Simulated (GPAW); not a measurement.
Ge:

```
Ge
1.0
     0.00000    2.82891    2.82891
     2.82891    0.00000    2.82891
     2.82891    2.82891    0.00000
Ge
2
Direct
  0.75000 0.75000 0.75000
  0.50000 0.50000 0.50000
```

- Program: GPAW 26.7.0
- Task: relaxation of cell and atoms
- Functional: BLYP
- Potentials or basis: PAW data sets generated in the run's folder for this functional
- Cutoff: 600 eV
- Basis: pw
- k mesh: 8 × 8 × 8
- Occupations: fermi-dirac, width 0.05 eV
- Spin: no spin polarisation

At the start: pressure 7.6 GPa; volume 22.64 Å³/atom.

**Question.** Where does the relaxation end?

**Answer.** Over 4 steps the energy falls by 60.6 meV/atom and the volume is 25.46 Å³/atom (+12.4 %); space group Fd-3m (No. 227, to 0.05 Å).

Step by step:
```tsv
step	energy change (eV)	largest force (eV/Å)	pressure (GPa)	volume (Å³)
1	0.0000	0.0000	7.61	45.28
2	-0.0442	0.0000	5.80	46.33
3	-0.1196	0.0000	0.73	50.26
4	-0.1212	0.0000	0.10	50.91
```

Final structure:
```
CELL_PARAMETERS angstrom
0.00000 2.94171 2.94171
2.94171 0.00000 2.94171
2.94171 2.94171 0.00000
ATOMIC_POSITIONS crystal
Ge 0.75000 0.75000 0.75000
Ge 0.50000 0.50000 0.50000
```

The cell as given is a measured one (22.64 Å³/atom); BLYP puts the equilibrium volume +12.4 % from it, thermal expansion not counted.

Caveat: later steps reuse the first step's grids; the volume moved by +12 % from the deposited cell, more than functionals usually miss.
